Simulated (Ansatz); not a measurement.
Ru: an elastic constant from a strain scan

The calculation used DFT PBEsol, scalar-relativistic, plane waves, PAW in Ansatz. The runs took a 420 eV cutoff, a Γ-centred 24×24×14 mesh and Gaussian smearing (0.15 eV). No spin polarisation. Energies are free energies at this smearing, counted from the undisturbed cell; pressure is positive in compression.

The undisturbed cell (relaxed at this level; with this scan's settings it stands at 0.1 GPa):

```yaml
crystal:
  lattice:
    - [2.68952, 0.00000, 0.00000]
    - [-1.34476, 2.32920, 0.00000]
    - [0.00000, 0.00000, 4.25192]
  atoms:
    - { symbol: Ru, position: [0.33333, 0.66667, 0.25000] }
    - { symbol: Ru, position: [0.66667, 0.33333, 0.75000] }
```

The cell is strained by ε times the Voigt pattern (0, 0, 0, 0, 0, 1) (xx, yy, zz, yz, xz, xy; engineering shear) with fractional coordinates fixed. The cell holds 2 atoms in V0 = 26.64 Å³. The stress column is τ = (1/V0) dE/dε, got from the stress tensor σ (compression positive) at each point as −det(1 + εP) σ : P(1 + εP)⁻¹, with P the pattern as a tensor.

| ε | ΔE (meV/atom) | τ (GPa) |
| --- | --- | --- |
| -0.0875 | 69.405 | -19.136 |
| -0.0750 | 50.950 | -16.386 |
| -0.0500 | 22.609 | -10.894 |
| -0.0250 | 5.646 | -5.436 |
| 0.0000 | 0.000 | 0.000 |
| 0.0250 | 5.646 | 5.436 |
| 0.0500 | 22.609 | 10.894 |
| 0.0750 | 50.950 | 16.386 |
| 0.0875 | 69.405 | 19.136 |
| 0.1000 | ? | ? |

Which combination of elastic constants does this scan measure, and how large is it?

For small ε, τ = τ0 + Kε with K = pᵀCp, which for this pattern is C66 in the Cartesian frame shown. The parabola through τ at ε = -0.0250, 0 and 0.0250 has slope K = 217 GPa at zero. The energies per cell, E = NΔE, of the same two points give K = 2[E(ε₊)/ε₊ − E(ε₋)/ε₋]/[(ε₊ − ε₋)V0] = 217 GPa, in agreement. These are clamped-ion values.

Predict the withheld row at ε = 0.1000 from the harmonic law, and compare.

ΔE = V0(τ0 ε + Kε²/2)/N = 90.373 meV/atom and τ = 21.74 GPa. The calculation gives 90.710 meV/atom and 21.87 GPa, a miss of 0.4 % of the harmonic energy, so the harmonic law still holds here.

Forces appear on the atoms along this scan, and letting them relax would lower the energy and soften the response. In a metal these slopes depend on the k mesh and the smearing.